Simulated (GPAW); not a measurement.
## Ag in GPAW: convergence with bands over the usual count

Input of the first run (bands over the usual count 0.72); the others differ in this setting and in those tied to it:

File run.py:

```python
from ase import Atoms
from ase.dft.bandgap import bandgap
from ase.io import write
from ase.units import GPa
from gpaw import GPAW, PW

atoms = Atoms(['Ag', 'Ag'],
              cell=[[2.93, 0.0, 0.0],
                    [-1.465, 2.5374544331, 0.0],
                    [0.0, 0.0, 4.79]],
              scaled_positions=[[0.6666666667, 0.3333333333, 0.75],
                                [0.3333333333, 0.6666666667, 0.25]],
              pbc=True)

calc = GPAW(mode=PW(600),
            xc='RPBE',
            kpts={'size': (6, 6, 4), 'gamma': True},
            occupations={'name': 'fermi-dirac', 'width': 0.05},
            nbands=22,
            convergence={'density': 1e-05, 'energy': 1e-05},
            maxiter=100,
            txt='gpaw.txt')
atoms.calc = calc
energy = atoms.get_potential_energy()
forces = atoms.get_forces()
stress = atoms.get_stress()
calc.write('gs.gpw')
write('result.traj', atoms)
print(f'Energy: {energy:.6f} eV')
print('Forces (eV/A):')
print(forces.round(4))
print('Stress (GPa):', (stress / GPa).round(3))
print('Fermi level:', round(calc.get_fermi_level(), 4), 'eV')
print(f'Gap: {bandgap(calc)[0]:.4f} eV, direct: {bandgap(calc, direct=True)[0]:.4f} eV')
```

Potentials or basis: the program's PAW data sets (release 1.2.1) made for this functional, pw.

Command:

```sh
$ OMP_NUM_THREADS=1 python run.py
```

This isn't the form of Ag at room conditions, which is fcc.

Hardware: 1 thread of Arm Neoverse V2, on a shared host.

| bands over the usual count | energy less the tightest run, at zero smearing (meV/atom) | SCF cycles | CPU time (s) | peak memory (GiB) |
| --- | --- | --- | --- | --- |
| 0.72 | 0.00 | 8 | 10 | 0.15 |
| 0.8 | 0.00 | 8 | 11 | 0.15 |
| 0.9 | 0.00 | 8 | 12 | 0.15 |
| 1 | 0.00 | 8 | 14 | 0.15 |
| 1.3 | 0.00 | 9 | 19 | 0.16 |
| 1.7 | 0.00 | 10 | 27 | 0.16 |
| 2.5 | 0.00 | 14 | 57 | 0.17 |

Against the tightest run, the energy stays within 1 meV/atom from 0.72 on. The tightest run that finished is the yardstick and may itself not be fully converged.

Caveat, for the tightest run too: the k mesh is coarse (spacing up to 0.41 Å⁻¹), so the values aren't converged.
